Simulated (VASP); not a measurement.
# SnO2 (Cassiterite) (P4_2/mnm) in VASP: notebook

One crystal, SnO2 (Cassiterite), is run at these levels: PBEsol; tasks: relaxation of cell and atoms.

Everything below comes from runs of VASP 6.6.1. Logs are shortened: lines on timing, memory, paths and dates and some standing lists are left out, and cuts for length are marked.

### 1 Starting point

The structure is tetragonal, space group P4_2/mnm (No. 136). The conventional cell has a = 4.738 Å, b = 4.738 Å, c = 3.187 Å, α = 90.00°, β = 90.00°, γ = 90.00°. Sn (site symmetry mmm) is surrounded by 6 O at 2.05 to 2.06 Å. O (site symmetry m2m) has 3 Sn at 2.05 to 2.06 Å as nearest neighbours.

### 2 Relaxation of cell and atoms, PBEsol

INCAR

```
ALGO = Normal
EDIFF = 1E-6
EDIFFG = -0.01
ENCUT = 600
GGA = PS
IBRION = 2
ISIF = 3
ISMEAR = 0
KPAR = 2
LASPH = True
LCHARG = False
LREAL = False
LWAVE = False
NELM = 80
NSW = 90
PREC = Accurate
SIGMA = 0.03
```

KPOINTS

```
k-points
0
Gamma
  6 6 8
```

POSCAR

```
SnO2
1.0
    4.7380000000      0.0000000000      0.0000000000
    0.0000000000      4.7380000000      0.0000000000
    0.0000000000      0.0000000000      3.1865000000
Sn O
2 4
Direct
    0.0000000000      0.0000000000      0.0000000000
    0.5000000000      0.5000000000      0.5000000000
    0.3071000000      0.3071000000      0.0000000000
    0.1929000000      0.8071000000      0.5000000000
    0.6929000000      0.6929000000      0.0000000000
    0.8071000000      0.1929000000      0.5000000000
```

Potentials or basis: VASP PAW PBE potentials, release 64 (Sn_d, O).

On the command line:

```bash
> cat potpaw_PBE.64/Sn_d/POTCAR potpaw_PBE.64/O/POTCAR > POTCAR
> mpirun -np 2 vasp_std > vasp.out
```

OUTCAR:

```text
EDIFF = 1E-6
   EDIFFG = -0.01
   ENCUT = 600
   GGA = PS
   IBRION = 2
   ISIF = 3
   ISMEAR = 0
   LASPH = True
   LREAL = False
   NELM = 80
   NSW = 90
   PREC = Accurate

 ion  position               nearest neighbor table
   1  0.000  0.000  0.000-   4 2.05   6 2.05   4 2.05   6 2.05   5 2.06   3 2.06   2 3.71   2 3.71
                             2 3.71   2 3.71   2 3.71   2 3.71   2 3.71   2 3.71
   2  0.500  0.500  0.500-   3 2.05   5 2.05   3 2.05   5 2.05   4 2.06   6 2.06   1 3.71   1 3.71
                             1 3.71   1 3.71   1 3.71   1 3.71   1 3.71   1 3.71
   3  0.307  0.307  0.000-   2 2.05   2 2.05   1 2.06
   4  0.193  0.807  0.500-   1 2.05   1 2.05   2 2.06
   5  0.693  0.693  0.000-   2 2.05   2 2.05   1 2.06
   6  0.807  0.193  0.500-   1 2.05   1 2.05   2 2.06

  LATTYP: Found a simple tetragonal cell.
 ALAT       =     4.7380000000
 C/A-ratio  =     0.6725411566

  Lattice vectors:

 A1 = (   4.7380000000,   0.0000000000,   0.0000000000)
 A2 = (   0.0000000000,   4.7380000000,   0.0000000000)
 A3 = (   0.0000000000,   0.0000000000,   3.1865000000)

Analysis of symmetry for initial positions (statically):
=====================================================================
 Subroutine PRICEL returns:
 Original cell was already a primitive cell.

 Routine SETGRP: Setting up the symmetry group for a
 simple tetragonal supercell.

 Subroutine GETGRP returns: Found 16 space group operations
 (whereof  8 operations were pure point group operations)
 out of a pool of 16 trial point group operations.

The static configuration has the point symmetry D_2h.
 The point group associated with its full space group is D_4h.

Analysis of symmetry for dynamics (positions and initial velocities):
=====================================================================
 Subroutine PRICEL returns:
 Original cell was already a primitive cell.

 Routine SETGRP: Setting up the symmetry group for a
 simple tetragonal supercell.

 Subroutine GETGRP returns: Found 16 space group operations
 (whereof  8 operations were pure point group operations)
 out of a pool of 16 trial point group operations.

The dynamic configuration has the point symmetry D_2h.
 The point group associated with its full space group is D_4h.

 Subroutine INISYM returns: Found 16 space group operations
 (whereof  8 operations are pure point group operations),
 and found     1 'primitive' translations

----------------------------------------------------------------------------------------

                                     Primitive cell

  volume of cell :      71.5326

  direct lattice vectors                    reciprocal lattice vectors
     4.738000000  0.000000000  0.000000000     0.211059519  0.000000000  0.000000000
     0.000000000  4.738000000  0.000000000     0.000000000  0.211059519  0.000000000
     0.000000000  0.000000000  3.186500000     0.000000000  0.000000000  0.313823945

  length of vectors
     4.738000000  4.738000000  3.186500000     0.211059519  0.211059519  0.313823945

  position of ions in fractional coordinates (direct lattice)
     0.000000000  0.000000000  0.000000000
     0.500000000  0.500000000  0.500000000
     0.307100000  0.307100000  0.000000000
     0.192900000  0.807100000  0.500000000
     0.692900000  0.692900000  0.000000000
     0.807100000  0.192900000  0.500000000

  ion indices of the primitive-cell ions
   primitive index   ion index
                 1           1
                 2           2
                 3           3
                 4           4
                 5           5
                 6           6

----------------------------------------------------------------------------------------

 KPOINTS: k-points

Automatic generation of k-mesh.
 Grid dimensions read from file:
 generate k-points for:    6    6    8

 Generating k-lattice:

  Cartesian coordinates                     Fractional coordinates (reciprocal lattice)
     0.035176586  0.000000000  0.000000000     0.166666667  0.000000000  0.000000000
     0.000000000  0.035176586  0.000000000     0.000000000  0.166666667  0.000000000
     0.000000000  0.000000000  0.039227993     0.000000000  0.000000000  0.125000000

  Length of vectors
     0.035176586  0.035176586  0.039227993

  Shift w.r.t. Gamma in fractional coordinates (k-lattice)
     0.000000000  0.000000000  0.000000000

 Subroutine IBZKPT returns following result:
 ===========================================

 Found     50 irreducible k-points:

 Following reciprocal coordinates:
            Coordinates               Weight
  0.000000  0.000000  0.000000      1.000000
  0.166667  0.000000  0.000000      4.000000
  0.333333  0.000000  0.000000      4.000000
  0.500000  0.000000  0.000000      2.000000
  0.166667  0.166667  0.000000      4.000000
  0.333333  0.166667  0.000000      8.000000
[... 16 lines left out ...]
  0.333333  0.000000  0.250000      8.000000
  0.500000  0.000000  0.250000      4.000000
 [... further k-points ...]
   k-points           NKPTS =     50   k-points in BZ     NKDIM =     50   number of bands    NBANDS=     31
   number of dos      NEDOS =    301   number of ions     NIONS =      6
   total plane-waves  NPLWV =  44800
   dimension x,y,z NGX =    40 NGY =   40 NGZ =   28
   dimension x,y,z NGXF=    80 NGYF=   80 NGZF=   56
   ions per type =               2   4
   NGX,Y,Z   is equivalent  to a cutoff of  14.04, 14.04, 14.61 a.u.
   NGXF,Y,Z  is equivalent  to a cutoff of  28.07, 28.07, 29.22 a.u.
 SYSTEM =  unknown system
   PREC   = accura    normal or accurate (medium, high low for compatibility)
   ISTART =      0    job   : 0-new  1-cont  2-samecut
   ICHARG =      2    charge: 1-file 2-atom 10-const
   ISPIN  =      1    spin polarized calculation?
   LNONCOLLINEAR =      F non collinear calculations
   LSORBIT =      F    spin-orbit coupling
   LASPH  =      T    aspherical Exc in radial PAW
   ENCUT  =  600.0 eV  44.10 Ry    6.64 a.u.   9.46  9.46  6.36*2*pi/ulx,y,z
   NELM   =     80;   NELMIN=  2; NELMDL= -5     # of ELM steps
   EDIFF  = 0.1E-05   stopping-criterion for ELM
   LREAL  =      F    real-space projection
   EDIFFG = -.1E-01   stopping-criterion for IOM
   NSW    =     90    number of steps for IOM
   IBRION =      2    ionic relax: 0-MD 1-quasi-New 2-CG
   NFREE  =      1    steps in history (QN), initial steepest desc. (CG)
   ISIF   =      3    stress and relaxation
   ISYM   =      2    0-nonsym 1-usesym 2-fastsym
   POTIM  = 0.5000    time-step for ionic-motion
   TEBEG  =    0.0;   TEEND  =   0.0 temperature during run
   PSTRESS=    0.0 pullay stress
   NELECT =      52.0000    total number of electrons
   NUPDOWN=      -1.0000    fix difference up-down
   EMIN   =  10.00;   EMAX   =-10.00  energy-range for DOS
   EFERMI =   0.00;   METHOD = LEGACY
   ISMEAR =     0;   SIGMA  =   0.03  broadening in eV -4-tet -1-fermi 0-gaus
   EFERMI_NEDOS =   21; number of points for ismear=-14 and -15
   IALGO  =     38    algorithm
   IMIX   =      4    mixing-type and parameters
     AMIX     =   0.40;   BMIX     =  1.00
     AMIX_MAG =   1.60;   BMIX_MAG =  1.00
  volume/ion in A,a.u.               =      11.92        80.45
  Fermi-wavevector in a.u.,A,eV,Ry     =   1.472000  2.781677 29.480903  2.166785
  Thomas-Fermi vector in A             =   2.587068
   LORBIT       =      0    0 simple, 1 ext, 2 COOP (PROOUT), +10 PAW based schemes
   GGA     = PS    functional components
   LHFCALC =     F    Hartree Fock is set to
   AEXX    =    0.0000 exact exchange contribution
   IVDW    =     0    specifies the selected vdW correction
   LEPSILON=     F    determine dielectric tensor
   LRPA    =     F    only Hartree local field effects (RPA)
 conjugate gradient relaxation of ions
 non-spin polarized calculation
 Gauss-broadening in eV      SIGMA  =   0.03
  energy-cutoff  :      600.00
  volume of cell :       71.53
 maximum number of plane-waves:      2409
 NGX is ok and might be reduce to    40
   NGX = 19   NGY = 19   NGZ = 13

--------------------------------------- Ionic step        1  -------------------------------------------

 number of electron      52.0000000 magnetization

 Free energy of the ion-electron system (eV)
  ---------------------------------------------------
  ext. energy  EPLUGINS =         0.00000000
  ---------------------------------------------------
  free energy    TOTEN  =       -39.64548099 eV

  energy without entropy =      -39.64548099  energy(sigma->0) =      -39.64548099

------------------------ aborting loop because EDIFF is reached ----------------------------------------

  FORCE on cell =-STRESS in cart. coord.  units (eV):
  Direction    XX          YY          ZZ          XY          YZ          ZX
  --------------------------------------------------------------------------------------
  -------------------------------------------------------------------------------------
  Total        2.0014030      2.0014030      3.0109736     -0.0000000      0.0000000      0.0000000
  in kB       44.8271457     44.8271457     67.4393695     -0.0000000      0.0000000      0.0000000
  external PRESSURE =      52.3645536 kB  Pullay stress =       0.0000000 kB
[... 145 lines left out ...]
  energy  without entropy=      -39.6756499710  energy(sigma->0) =      -39.67564997

--------------------------------------- Ionic step        5  -------------------------------------------

 number of electron      52.0000006 magnetization

 Free energy of the ion-electron system (eV)
  ---------------------------------------------------
  ext. energy  EPLUGINS =         0.00000000
  ---------------------------------------------------
  free energy    TOTEN  =       -39.67572281 eV

  energy without entropy =      -39.67572281  energy(sigma->0) =      -39.67572281

 E-fermi :   5.9323     XC(G=0): -11.4148

 val. band max:        5.7507066946   @ k =   0.0000   0.0000   0.0000
 cond. band min:       6.6382344442   @ k =   0.0000   0.0000   0.0000
 fundamental gap:      0.8875277496
 Fermi energy:         5.9323343332

 k-point     1 :       0.0000    0.0000    0.0000
  band No.  band energies     occupation
      1     -15.2475      2.00000
      2     -14.5010      2.00000
      3     -14.2631      2.00000
      4     -14.2379      2.00000
      5     -14.2379      2.00000
      6     -14.1705      2.00000
[... 805 lines left out ...]
     30      14.1899      0.00000
     31      14.9230      0.00000

 [... further k-points ...]

------------------------ aborting loop because EDIFF is reached ----------------------------------------

  FORCE on cell =-STRESS in cart. coord.  units (eV):
  Direction    XX          YY          ZZ          XY          YZ          ZX
  --------------------------------------------------------------------------------------
  -------------------------------------------------------------------------------------
  Total        0.0296236      0.0296236      0.0043493      0.0000000      0.0000000      0.0000000
  in kB        0.6483257      0.6483257      0.0951856      0.0000000      0.0000000      0.0000000
  external PRESSURE =       0.4639456 kB  Pullay stress =       0.0000000 kB
[... 21 lines left out ...]
  FREE ENERGIE OF THE ION-ELECTRON SYSTEM (eV)
  ---------------------------------------------------
  free  energy   TOTEN  =       -39.6757228101 eV

  energy  without entropy=      -39.6757228101  energy(sigma->0) =      -39.67572281

 reached required accuracy - stopping structural energy minimisation
```

Wall time 2.7 min (2 MPI ranks of Intel Xeon Platinum 8375C at 2.90GHz (Ice Lake), shared host); peak memory 0.27 GiB.

What came out:

```yaml
Free_energy: -39.6757 eV
Relaxed_volume: 12.20 Å³/atom
Relaxed_cell: a = 4.771 Å, b = 4.771 Å, c = 3.217 Å, α = 90.00°, β = 90.00°, γ = 90.00°
Space_group_after_relaxing_to_0.05_Å: P4_2/mnm (No. 136)
Energy_gained_by_relaxing: 5.0 meV/atom
Ionic_steps: 5
Pressure_after_relaxing: 0.0 GPa
Largest_force_after_relaxing: 0.008 eV/Å
Band_gap_on_the_k_mesh: 0.89 eV, direct
```

Forces in eV/Å, atoms in the order of the input:
```
Sn   0.000  0.000  0.000
Sn   0.000  0.000  0.000
O   -0.006 -0.006  0.000
O    0.006 -0.006  0.000
O    0.006  0.006  0.000
O   -0.006  0.006  0.000
```

Step by step:
```csv
step,energy change (eV),largest force (eV/Å),pressure (GPa),volume (Å³)
1,0.0000,0.2277,5.24,71.53
2,0.0238,0.2179,-6.26,75.64
3,-0.0302,0.0171,-0.05,73.24
4,-0.0302,0.0212,0.10,73.21
5,-0.0302,0.0080,0.05,73.21
```

Final structure:
```xyz
6
Lattice="4.7706 0.0000 0.0000 0.0000 4.7706 0.0000 0.0000 0.0000 3.2166" Properties=species:S:1:pos:R:3 pbc="T T T"
Sn    0.0000    0.0000    0.0000
Sn    2.3853    2.3853    1.6083
O     1.4613    1.4613    0.0000
O     0.9241    3.8466    1.6083
O     3.3094    3.3094    0.0000
O     3.8466    0.9241    1.6083
```

Caveat: the PAW data sets were made with another functional, which shifts forces and pressure a little; spin-orbit coupling is left out, which moves the levels of the heavy elements.

### 3 Relaxation of cell and atoms, PBEsol

This run uses another cell than the first one, of 12.20 Å³/atom, 1.023 times its volume.

Changes to INCAR since step 2:

```diff
@@ -1,4 +1,4 @@
 ALGO = Normal
-EDIFF = 1E-6
-EDIFFG = -0.01
+EDIFF = 1E-7
+EDIFFG = -0.005
 ENCUT = 600
```

KPOINTS is that of step 2.

POSCAR

```
SnO2                                    
1.0
    4.7706380394     -0.0000000000      0.0000000000
   -0.0000000000      4.7706380394      0.0000000000
    0.0000000000      0.0000000000      3.2166384875
  Sn              O             
     2     4
Direct
     0.0000000000000000    0.0000000000000000    0.0000000000000000
     0.5000000000000000    0.5000000000000000    0.5000000000000000
     0.3063031679320566    0.3063031679320566    0.0000000000000000
     0.1936968320679434    0.8063031679320566    0.5000000000000000
     0.6936968320679434    0.6936968320679434    0.0000000000000000
     0.8063031679320566    0.1936968320679434    0.5000000000000000
```

Potentials or basis: VASP PAW PBE potentials, release 64 (Sn_d, O).

On the command line:

```bash
> cat potpaw_PBE.64/Sn_d/POTCAR potpaw_PBE.64/O/POTCAR > POTCAR
> mpirun -np 2 vasp_std > vasp.out
```

OUTCAR:

```text
EDIFF = 1E-7
   EDIFFG = -0.005
   ENCUT = 600
   GGA = PS
   IBRION = 2
   ISIF = 3
   ISMEAR = 0
   LASPH = True
   LREAL = False
   NELM = 80
   NSW = 90
   PREC = Accurate

 ion  position               nearest neighbor table
   1  0.000  0.000  0.000-   3 2.07   5 2.07   4 2.07   6 2.07   4 2.07   6 2.07   2 3.74   2 3.74
                             2 3.74   2 3.74   2 3.74   2 3.74   2 3.74   2 3.74
   2  0.500  0.500  0.500-   4 2.07   6 2.07   5 2.07   3 2.07   3 2.07   5 2.07   1 3.74   1 3.74
                             1 3.74   1 3.74   1 3.74   1 3.74   1 3.74   1 3.74
   3  0.306  0.306  0.000-   1 2.07   2 2.07   2 2.07
   4  0.194  0.806  0.500-   2 2.07   1 2.07   1 2.07
   5  0.694  0.694  0.000-   1 2.07   2 2.07   2 2.07
   6  0.806  0.194  0.500-   2 2.07   1 2.07   1 2.07

  LATTYP: Found a simple tetragonal cell.
 ALAT       =     4.7706380394
 C/A-ratio  =     0.6742575020

  Lattice vectors:

 A1 = (   4.7706380394,   0.0000000000,   0.0000000000)
[... 279 lines left out ...]
  energy without entropy =      -39.67946634  energy(sigma->0) =      -39.67946634

 E-fermi :   5.9269     XC(G=0): -11.4131

 val. band max:        5.7471528429   @ k =   0.0000   0.0000   0.0000
 cond. band min:       6.6309942905   @ k =   0.0000   0.0000   0.0000
 fundamental gap:      0.8838414477
 Fermi energy:         5.9269264092

 k-point     1 :       0.0000    0.0000    0.0000
  band No.  band energies     occupation
      1     -15.2509      2.00000
      2     -14.5048      2.00000
      3     -14.2678      2.00000
      4     -14.2423      2.00000
      5     -14.2423      2.00000
      6     -14.1752      2.00000
[... 805 lines left out ...]
     30      14.1855      0.00000
     31      14.9158      0.00000

 [... further k-points ...]

------------------------ aborting loop because EDIFF is reached ----------------------------------------

  FORCE on cell =-STRESS in cart. coord.  units (eV):
  Direction    XX          YY          ZZ          XY          YZ          ZX
  --------------------------------------------------------------------------------------
  -------------------------------------------------------------------------------------
  Total        0.0002764      0.0002764     -0.0228827     -0.0000000      0.0000000      0.0000000
  in kB        0.0060476      0.0060476     -0.5006454     -0.0000000      0.0000000      0.0000000
  external PRESSURE =      -0.1628501 kB  Pullay stress =       0.0000000 kB
[... 21 lines left out ...]
  FREE ENERGIE OF THE ION-ELECTRON SYSTEM (eV)
  ---------------------------------------------------
  free  energy   TOTEN  =       -39.6794663394 eV

  energy  without entropy=      -39.6794663394  energy(sigma->0) =      -39.67946634

 reached required accuracy - stopping structural energy minimisation
```

CONTCAR:

```text
SnO2
   1.00000000000000
     4.7714001541834286    0.0000000000000000    0.0000000000000000
    -0.0000000000000000    4.7714001541834286    0.0000000000000000
     0.0000000000000000    0.0000000000000000    3.2165924293003201
  Sn              O
     2     4
Direct
     0.0000000000000000    0.0000000000000000    0.0000000000000000
     0.5000000000000000    0.5000000000000000    0.5000000000000000
     0.3062614077595441    0.3062614077595441    0.0000000000000000
     0.1937385922404559    0.8062614077595440    0.5000000000000000
     0.6937385922404560    0.6937385922404560    0.0000000000000000
     0.8062614077595440    0.1937385922404559    0.5000000000000000

  0.00000000E+00  0.00000000E+00  0.00000000E+00
  0.00000000E+00  0.00000000E+00  0.00000000E+00
  0.00000000E+00  0.00000000E+00  0.00000000E+00
  0.00000000E+00  0.00000000E+00  0.00000000E+00
  0.00000000E+00  0.00000000E+00  0.00000000E+00
  0.00000000E+00  0.00000000E+00  0.00000000E+00
```

Wall time 1.7 min (2 MPI ranks of Intel Xeon Platinum 8375C at 2.90GHz (Ice Lake), shared host); peak memory 0.27 GiB.

Results:

* Free energy: -39.6795 eV
* Relaxed volume: 12.20 Å³/atom
* Relaxed cell: a = 4.771 Å, b = 4.771 Å, c = 3.217 Å, α = 90.00°, β = 90.00°, γ = 90.00°
* Space group after relaxing (to 0.05 Å): P4_2/mnm (No. 136)
* Energy gained by relaxing: 0.0 meV/atom
* Ionic steps: 3
* Pressure after relaxing: 0.0 GPa
* Band gap on the k mesh: 0.88 eV, direct

Final structure:
```
Sn O
1.0
     4.77140    0.00000    0.00000
     0.00000    4.77140    0.00000
     0.00000    0.00000    3.21659
Sn O
2 4
Direct
  0.00000 0.00000 0.00000
  0.50000 0.50000 0.50000
  0.30626 0.30626 0.00000
  0.19374 0.80626 0.50000
  0.69374 0.69374 0.00000
  0.80626 0.19374 0.50000
```

Caveat: the PAW data sets were made with another functional, which shifts forces and pressure a little; spin-orbit coupling is left out, which moves the levels of the heavy elements.
